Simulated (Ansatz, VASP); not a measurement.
**Os: VASP beside Ansatz**

File INCAR:

```
ALGO     = Normal         # electronic algorithm
EDIFF    = 1E-7           # SCF threshold, eV
ENCUT    = 520            # plane-wave cutoff, eV
GGA      = PE             # functional
ISIF     = 2              # what is computed and relaxed
ISMEAR   = -1             # smearing method
LASPH    = T              # aspherical terms in the spheres
LCHARG   = T              # write CHGCAR
LELF     = T              # ELF
LREAL    = F              # projectors in reciprocal space
LVHAR    = T            
LWAVE    = F              # write WAVECAR
NBANDS   = 10             # bands
NELM     = 60             # most SCF steps
PREC     = Accurate       # precision mode
SIGMA    = 0.05           # smearing width, eV
```

The input KPOINTS:

```
k-points
0
Gamma
  14 14 14
```

POSCAR

```
Os
1.0
   -0.0389000000      1.9255500000      1.9255500000
    1.9255500000     -0.0389000000      1.9255500000
    1.9255500000      1.9255500000     -0.0389000000
Os
1
Direct
    0.0000000000      0.0000000000      0.0000000000
```

Input for Ansatz:

```yaml
crystal:
  lattice:
    - [-0.0389, 1.92555, 1.92555]
    - [1.92555, -0.0389, 1.92555]
    - [1.92555, 1.92555, -0.0389]
  atoms:
    - { symbol: Os, position: [0.0, 0.0, 0.0] }
kpoints:
  mp_grid: { grid: [14, 14, 14] }
  band_path:
    path:
      - [0.0, 0.0, 0.0]
      - [0.5, 0.5, 0.5]
      - [0.2551801333, 0.5, 0.7448198667]
      - [-0.2551801333, 0.2551801333, 0.5]
      - [0.0, 0.0, 0.5]
      - [0.0, 0.0, 0.0]
      - [-0.3775900666, 0.0, 0.3775900666]
      - [0.0, 0.3775900666, 0.6224099334]
      - [0.0, 0.5, 0.5]
    npoints: 5
scf:
  occupations: { method: fermi_dirac, width: 0.05 }
hamiltonian:
  xc: pbe
  pseudopotentials: { kind: all_electron, lapw: { basis_error: 0.0005 } }
output:
  forces: true
  stress: true
  eigenvalues: true
```

Change from the starting cell: equal xy, yz and zx shear strains of -2 %.

Alike in both runs: task single point; functional PBE; k mesh 14 × 14 × 14; occupations fermi-dirac, width 0.05 eV; no spin polarisation.

```csv
,VASP,Ansatz
version,VASP 6.6.1,Ansatz 0.2.0
potentials or method,"VASP PAW PBE potentials, release 64 (Os)","all-electron LAPW, scalar-relativistic"
plane-wave cutoff (eV),520,see its input
```

Ansatz gave:

* pressure (GPa): -8.9
* largest component of the traceless stress (GPa): 5.13

**Question.** What did VASP give for the same quantities?

**Answer.** Pressure (GPa): -9.2; largest component of the traceless stress (GPa): 5.09.

Ansatz ran all-electron here, so the differences hold the error of VASP's frozen core and of both bases.

Spin-orbit coupling is left out, which matters for the levels of Os.
